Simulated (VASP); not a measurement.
# Ti (P6_3/mmc) in VASP: notebook

Runs on Ti. Level: LDA. Tasks: relaxation of cell and atoms.

Program: VASP 6.6.1. These are calculated values, not measurements. Logs are shortened: lines on timing, memory, paths and dates and some standing lists are left out, and cuts for length are marked.

### Step 1. Starting point

The structure is hexagonal, space group P6_3/mmc (No. 194). Conventional cell: a = 2.950 Å, b = 2.950 Å, c = 4.680 Å, α = 90.00°, β = 90.00°, γ = 120.00°. Ti (site symmetry -6m2) has 12 Ti at 2.89 to 2.95 Å as nearest neighbours.

### Step 2. Relaxation of cell and atoms, LDA

Input file INCAR:

```
ALGO = Fast ; EDIFF = 1E-7
EDIFFG = -0.002 ; ENCUT = 520
GGA = CA ; IBRION = 2
ISIF = 3 ; ISMEAR = 0
LASPH = T ; LCHARG = F
LREAL = F ; LWAVE = F
NELM = 60 ; NSW = 80
PREC = Accurate ; SIGMA = 0.1
```

Input file KPOINTS:

```
k-points
0
Gamma
  18 18 10
```

Input file POSCAR:

```
Ti
1.0
    2.9500000000      0.0000000000      0.0000000000
   -1.4750000000      2.5547749400      0.0000000000
    0.0000000000      0.0000000000      4.6800000000
Ti
2
Direct
    0.3333333300      0.6666666700      0.2500000000
    0.6666666700      0.3333333300      0.7500000000
```

Potentials or basis: VASP PAW LDA potentials, release 64 (Ti_sv).

On the command line:

```
$ cat potpaw_LDA.64/Ti_sv/POTCAR > POTCAR
$ mpirun -np 1 vasp_std > vasp.out
```

OUTCAR:

```text
EDIFF = 1E-7
   EDIFFG = -0.002
   ENCUT = 520
   GGA = CA
   IBRION = 2
   ISIF = 3
   ISMEAR = 0
   LASPH = T
   LREAL = F
   NELM = 60
   NSW = 80
   PREC = Accurate

 ion  position               nearest neighbor table
   1  0.333  0.667  0.250-   2 2.89   2 2.89   2 2.89   2 2.89   2 2.89   2 2.89
   2  0.667  0.333  0.750-   1 2.89   1 2.89   1 2.89   1 2.89   1 2.89   1 2.89

  LATTYP: Found a hexagonal cell.
 ALAT       =     2.9500000000
 C/A-ratio  =     1.5864406780

  Lattice vectors:

 A1 = (   2.9500000000,   0.0000000000,   0.0000000000)
 A2 = (  -1.4750000000,   2.5547749400,   0.0000000000)
 A3 = (   0.0000000000,   0.0000000000,   4.6800000000)

Analysis of symmetry for initial positions (statically):
=====================================================================
 Subroutine PRICEL returns:
 Original cell was already a primitive cell.

 Routine SETGRP: Setting up the symmetry group for a
 hexagonal supercell.

 Subroutine GETGRP returns: Found 24 space group operations
 (whereof 12 operations were pure point group operations)
 out of a pool of 24 trial point group operations.

The static configuration has the point symmetry D_3d.
 The point group associated with its full space group is D_6h.

Analysis of symmetry for dynamics (positions and initial velocities):
=====================================================================
 Subroutine PRICEL returns:
 Original cell was already a primitive cell.

 Routine SETGRP: Setting up the symmetry group for a
 hexagonal supercell.

 Subroutine GETGRP returns: Found 24 space group operations
 (whereof 12 operations were pure point group operations)
 out of a pool of 24 trial point group operations.

The dynamic configuration has the point symmetry D_3d.
 The point group associated with its full space group is D_6h.

 Subroutine INISYM returns: Found 24 space group operations
 (whereof 12 operations are pure point group operations),
 and found     1 'primitive' translations

----------------------------------------------------------------------------------------

                                     Primitive cell

  volume of cell :      35.2712

  direct lattice vectors                    reciprocal lattice vectors
     2.950000000  0.000000000  0.000000000     0.338983051  0.195711956  0.000000000
    -1.475000000  2.554774940  0.000000000     0.000000000  0.391423911  0.000000000
     0.000000000  0.000000000  4.680000000     0.000000000  0.000000000  0.213675214

  length of vectors
     2.950000000  2.949999999  4.680000000     0.391423911  0.391423911  0.213675214

  position of ions in fractional coordinates (direct lattice)
     0.333333330  0.666666670  0.250000000
     0.666666670  0.333333330  0.750000000

  ion indices of the primitive-cell ions
   primitive index   ion index
                 1           1
                 2           2

----------------------------------------------------------------------------------------

 KPOINTS: k-points

Automatic generation of k-mesh.
 Grid dimensions read from file:
 generate k-points for:   18   18   10

 Generating k-lattice:

  Cartesian coordinates                     Fractional coordinates (reciprocal lattice)
     0.018832392  0.010872886  0.000000000     0.055555556  0.000000000  0.000000000
     0.000000000  0.021745773  0.000000000     0.000000000  0.055555556  0.000000000
     0.000000000  0.000000000  0.021367521     0.000000000  0.000000000  0.100000000

  Length of vectors
     0.021745773  0.021745773  0.021367521

  Shift w.r.t. Gamma in fractional coordinates (k-lattice)
     0.000000000  0.000000000  0.000000000

[... 58 lines left out ...]
   POTIM  = 0.5000    time-step for ionic-motion
   TEBEG  =    0.0;   TEEND  =   0.0 temperature during run
   PSTRESS=    0.0 pullay stress
   NELECT =      24.0000    total number of electrons
   NUPDOWN=      -1.0000    fix difference up-down
   EMIN   =  10.00;   EMAX   =-10.00  energy-range for DOS
   EFERMI =   0.00;   METHOD = LEGACY
   ISMEAR =     0;   SIGMA  =   0.10  broadening in eV -4-tet -1-fermi 0-gaus
   EFERMI_NEDOS =   21; number of points for ismear=-14 and -15
   IALGO  =     68    algorithm
   IMIX   =      4    mixing-type and parameters
     AMIX     =   0.40;   BMIX     =  1.00
     AMIX_MAG =   1.60;   BMIX_MAG =  1.00
  volume/ion in A,a.u.               =      17.64       119.01
  Fermi-wavevector in a.u.,A,eV,Ry     =   1.439920  2.721055 28.209912  2.073370
  Thomas-Fermi vector in A             =   2.558722
   LORBIT       =      0    0 simple, 1 ext, 2 COOP (PROOUT), +10 PAW based schemes
   GGA     = CA    functional components
   LHFCALC =     F    Hartree Fock is set to
   AEXX    =    0.0000 exact exchange contribution
   IVDW    =     0    specifies the selected vdW correction
   LEPSILON=     F    determine dielectric tensor
   LRPA    =     F    only Hartree local field effects (RPA)
 conjugate gradient relaxation of ions
 non-spin polarized calculation
 RMM-DIIS sequential band-by-band and
 Gauss-broadening in eV      SIGMA  =   0.10
  energy-cutoff  :      520.00
  volume of cell :       35.27
 maximum number of plane-waves:       976
 NGX is ok and might be reduce to    24
   NGX = 11   NGY = 11   NGZ = 17

--------------------------------------- Ionic step        1  -------------------------------------------

 number of electron      24.0000002 magnetization

 Free energy of the ion-electron system (eV)
  ---------------------------------------------------
  ext. energy  EPLUGINS =         0.00000000
  ---------------------------------------------------
  free energy    TOTEN  =       -17.00317898 eV

  energy without entropy =      -16.99304270  energy(sigma->0) =      -16.99811084

------------------------ aborting loop because EDIFF is reached ----------------------------------------

  FORCE on cell =-STRESS in cart. coord.  units (eV):
  Direction    XX          YY          ZZ          XY          YZ          ZX
  --------------------------------------------------------------------------------------
  -------------------------------------------------------------------------------------
  Total       -2.1438140     -2.1438140     -2.2530250      0.0000000     -0.0000000      0.0000000
  in kB      -97.3816580    -97.3816579   -102.3425136      0.0000000     -0.0000000      0.0000000
  external PRESSURE =     -99.0352765 kB  Pullay stress =       0.0000000 kB
[... 23 lines left out ...]
--------------------------------------- Ionic step        2  -------------------------------------------

 number of electron      23.9999993 magnetization

------------------------ aborting loop EDIFF was not reached (unconverged)  ----------------------------

  FORCE on cell =-STRESS in cart. coord.  units (eV):
  Direction    XX          YY          ZZ          XY          YZ          ZX
  --------------------------------------------------------------------------------------
  -------------------------------------------------------------------------------------
  Total        1.7853347      1.7853347      1.8715590      0.0000000      0.0000000      0.0000000
  in kB       95.3666602     95.3666601     99.9724787      0.0000000      0.0000000      0.0000000
  external PRESSURE =      96.9019330 kB  Pullay stress =       0.0000000 kB
[... 23 lines left out ...]
--------------------------------------- Ionic step        3  -------------------------------------------

 number of electron      24.0000004 magnetization

------------------------ aborting loop EDIFF was not reached (unconverged)  ----------------------------

  FORCE on cell =-STRESS in cart. coord.  units (eV):
  Direction    XX          YY          ZZ          XY          YZ          ZX
  --------------------------------------------------------------------------------------
  -------------------------------------------------------------------------------------
  Total       -0.0014051     -0.0014051     -0.0163393      0.0000000      0.0000000      0.0000000
  in kB       -0.0699014     -0.0699014     -0.8128679      0.0000000      0.0000000      0.0000000
  external PRESSURE =      -0.3175569 kB  Pullay stress =       0.0000000 kB
[... 17 lines left out ...]
  FREE ENERGIE OF THE ION-ELECTRON SYSTEM (eV)
  ---------------------------------------------------
  free  energy   TOTEN  =       -17.1002289372 eV

  energy  without entropy=      -17.0902803397  energy(sigma->0) =      -17.09525464

[... ionic steps 4 to 7 ...]

--------------------------------------- Ionic step        8  -------------------------------------------

 number of electron      24.0000004 magnetization

------------------------ aborting loop because EDIFF is reached ----------------------------------------
[... 67 lines left out ...]
--------------------------------------- Ionic step       10  -------------------------------------------

 number of electron      24.0000004 magnetization

 Free energy of the ion-electron system (eV)
  ---------------------------------------------------
  ext. energy  EPLUGINS =         0.00000000
  ---------------------------------------------------
  free energy    TOTEN  =       -17.10574994 eV

  energy without entropy =      -17.09590083  energy(sigma->0) =      -17.10082539

 E-fermi :   8.9340     XC(G=0): -12.1576

 val. band max:        8.9314663254   @ k =   0.3889   0.1667   0.3000
 cond. band min:       8.9370143963   @ k =   0.0556  -0.0000   0.5000
 fundamental gap:      0.0055480710
 Fermi energy:         8.9339532205

 k-point     1 :       0.0000    0.0000    0.0000
  band No.  band energies     occupation
      1     -47.1200      2.00000
      2     -46.9231      2.00000
      3     -24.1974      2.00000
      4     -23.3606      2.00000
      5     -23.3606      2.00000
      6     -23.2626      2.00000
[... 433 lines left out ...]
      3     -23.9508      2.00000
      4     -23.7933      2.00000
      5     -23.7931      2.00000
      6     -23.5803      2.00000
[... 8 lines left out ...]
     15      10.1916      0.00000
     16      12.3338      0.00000

 [... further k-points ...]

------------------------ aborting loop because EDIFF is reached ----------------------------------------

  FORCE on cell =-STRESS in cart. coord.  units (eV):
  Direction    XX          YY          ZZ          XY          YZ          ZX
  --------------------------------------------------------------------------------------
  -------------------------------------------------------------------------------------
  Total       -0.0037134     -0.0037134      0.0000106     -0.0000000     -0.0000000      0.0000000
  in kB       -0.1849629     -0.1849629      0.0005278     -0.0000000     -0.0000000      0.0000000
  external PRESSURE =      -0.1231327 kB  Pullay stress =       0.0000000 kB
[... 17 lines left out ...]
  FREE ENERGIE OF THE ION-ELECTRON SYSTEM (eV)
  ---------------------------------------------------
  free  energy   TOTEN  =       -17.1057499424 eV

  energy  without entropy=      -17.0959008306  energy(sigma->0) =      -17.10082539

 reached required accuracy - stopping structural energy minimisation
```

Run time: 16 min. Hardware: 1 thread of Intel Xeon Platinum 8375C at 2.90GHz (Ice Lake), shared host; peak memory 0.25 GiB.

What came out:

```
Free energy                            : -17.1057 eV
Relaxed volume                         : 16.08 Å³/atom
Relaxed cell                           : a = 2.863 Å, b = 2.863 Å, c = 4.533 Å, α = 90.00°, β = 90.00°, γ = 120.00°
Space group after relaxing (to 0.05 Å) : P6_3/mmc (No. 194)
Energy gained by relaxing              : 51.3 meV/atom
Ionic steps                            : 10
Pressure after relaxing                : 0.0 GPa
Band gap on the k mesh                 : none (metal or under the smearing width)
```

Step by step:
```csv
step,energy change (eV),largest force (eV/Å),pressure (GPa),volume (Å³)
1,0.0000,0.0000,-9.90,35.27
2,-0.0383,0.0000,9.69,29.99
3,-0.0970,0.0000,-0.03,32.20
4,-0.0971,0.0000,0.04,32.15
5,-0.1026,0.0000,0.02,32.16
6,-0.1026,0.0000,0.05,32.16
7,-0.1026,0.0000,-0.06,32.18
8,-0.1026,0.0000,-0.03,32.17
9,-0.1026,0.0000,-0.03,32.17
10,-0.1026,0.0000,-0.01,32.17
```

Final structure:
```xyz
2
Lattice="2.8625 0.0000 0.0000 -1.4313 2.4790 0.0000 0.0000 0.0000 4.5328" Properties=species:S:1:pos:R:3 pbc="T T T"
Ti    0.0000    1.6527    1.1332
Ti    1.4313    0.8263    3.3996
```

LDA usually gives volumes a few per cent too small. Zero-point motion and thermal expansion aren't in these numbers.

### Step 3. Relaxation of cell and atoms, LDA

This run uses another cell than the first one, of 16.08 Å³/atom, 0.912 times its volume.

INCAR is that of step 2.

KPOINTS is that of step 2.

Input file POSCAR:

```
Ti                                      
1.0
    2.8625278835     -0.0000000000     -0.0000000000
   -1.4312639418      2.4790218651      0.0000000000
    0.0000000000      0.0000000000      4.5328186832
  Ti            
     2
Direct
     0.3333333300000021    0.6666666699999979    0.2500000000000000
     0.6666666699999979    0.3333333300000021    0.7500000000000000
```

Potentials or basis: VASP PAW LDA potentials, release 64 (Ti_sv).

On the command line:

```
$ cat potpaw_LDA.64/Ti_sv/POTCAR > POTCAR
$ mpirun -np 1 vasp_std > vasp.out
```

Run time: 5.4 min. Hardware: 1 thread of Intel Xeon Platinum 8375C at 2.90GHz (Ice Lake), shared host; peak memory 0.22 GiB.

Results (log left out):

| Property | Result |
| --- | --- |
| Free energy | -17.1049 eV |
| Energy gained by relaxing | 0.0 meV/atom |
| Ionic steps | 6 |
| Pressure after relaxing | 0.0 GPa |
| Band gap on the k mesh | none (metal or under the smearing width) |

Final structure:
```
Ti
1.0
     2.86249    0.00000    0.00000
    -1.43125    2.47899    0.00000
     0.00000    0.00000    4.53279
Ti
2
Direct
  0.33333 0.66667 0.25000
  0.66667 0.33333 0.75000
```

Levels at points of the mesh, in eV from the Fermi level:
| k point | band 8 | band 9 | band 10 | band 11 | band 12 | band 13 | band 14 | band 15 | band 16 |
| --- | --- | --- | --- | --- | --- | --- | --- | --- | --- |
| (0.00, 0.00, 0.00) | -32.16 | -6.30 | -2.88 | 0.78 | 0.78 | 0.92 | 1.11 | 1.33 | 1.33 |
| (0.50, 0.00, 0.00) | -32.26 | -2.43 | -2.40 | -2.06 | -0.46 | 0.44 | 0.68 | 1.28 | 3.65 |
| (0.00, 0.00, 0.50) | -32.23 | -4.34 | -4.34 | 0.08 | 0.08 | 0.67 | 0.67 | 0.67 | 0.67 |
| (0.50, 0.00, 0.50) | -32.37 | -2.75 | -2.75 | -0.93 | -0.93 | 1.62 | 1.62 | 1.83 | 1.83 |
